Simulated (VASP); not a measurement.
The system is GaP.

```
CELL_PARAMETERS angstrom
0.00000 2.72525 2.72525
2.72525 0.00000 2.72525
2.72525 2.72525 0.00000
ATOMIC_POSITIONS crystal
Ga 0.00000 0.00000 0.00000
P 0.75000 0.75000 0.75000
```

| Item | Value |
| --- | --- |
| Program | VASP 6.6.1 |
| Task | relaxation of cell and atoms |
| Functional | RPBE |
| Potentials or basis | VASP PAW PBE potentials, release 64 (Ga_d, P) |
| Cutoff | 600 eV |
| k mesh | 8 × 8 × 8 |
| Occupations | fermi-dirac, width 0.05 eV |
| Spin | no spin polarisation |

At the start: pressure 4.5 GPa; volume 20.24 Å³/atom.

**Question.** How do energy, volume and symmetry change on relaxing?

**Answer.** Over 3 steps the energy falls by 15.5 meV/atom and the volume is 21.41 Å³/atom (+5.8 %); space group F-43m (No. 216, to 0.05 Å).

The path:
```
step  energy change (eV)  largest force (eV/Å)  pressure (GPa)  volume (Å³)
   1              0.0000                0.0000            4.50        40.48
   2             -0.0252                0.0000           -1.64        43.90
   3             -0.0310                0.0000           -0.01        42.81
```

Final structure:
```xyz
2
Lattice="0.0000 2.7766 2.7766 2.7766 0.0000 2.7766 2.7766 2.7766 0.0000" Properties=species:S:1:pos:R:3 pbc="T T T"
Ga    0.0000    0.0000    0.0000
P     4.1648    4.1648    4.1648
```

Caveat: the PAW data sets were made with another functional, which shifts forces and pressure a little.
